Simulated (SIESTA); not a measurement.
The system is VO2.

```
V O
1.0
     4.50720    0.00000    0.00000
     0.00000    4.50720    0.00000
     0.00000    0.00000    3.04445
V O
2 4
Direct
  0.50000 0.50000 0.50000
  0.00000 0.00000 0.00000
  0.20036 0.79964 0.50000
  0.79964 0.20036 0.50000
  0.70036 0.70036 0.00000
  0.29964 0.29964 0.00000
```

The cell is a database's computed one.

Base run:

- Program: SIESTA 5.4.2
- Functional: LDA
- Potentials or basis: PseudoDojo 0.4 standard (LDA files)
- Basis: DZP (energy shift 0.002 Ry)
- Grid cutoff: 800 Ry
- Energy shift: 0.002 Ry
- k mesh: 4 × 4 × 6
- Occupations: fermi-dirac, width 0.05 eV
- Spin: collinear spin, ferromagnetic start
- Starting moments: [2.0, 2.0, 0.0, 0.0, 0.0, 0.0] μB

Its results: band gap on the k mesh none (metal or under the smearing width); pressure -20.4 GPa; net moment 2.00 μB per cell; site moments V +1.17; O -0.09 μB; largest force 0.334 eV/Å.

Problem. The run is repeated on the same cell with these changes: functional from LDA to APBE; potentials or basis from PseudoDojo 0.4 standard (LDA files) to PseudoDojo 0.4 standard (PBE files). What comes out?

Solution. Band gap on the k mesh none (metal or under the smearing width); pressure -4.0 GPa; net moment 2.00 μB per cell; site moments V +1.25; O -0.12 μB; largest force 0.242 eV/Å.

Caveats: semicore shells carry a single zeta, which can move pressures by several GPa and volumes by a few percent; the basis of atomic orbitals isn't converged, which shifts pressures, moduli and gaps; semilocal functionals often make such compounds metallic where correlation or magnetic order opens a gap, which also shifts bond lengths; so large a pressure means that the cell lies far from this level's equilibrium, or that cutoff or potentials fall short (some runs); the potentials were made for another functional, which shifts forces and pressure (some runs).
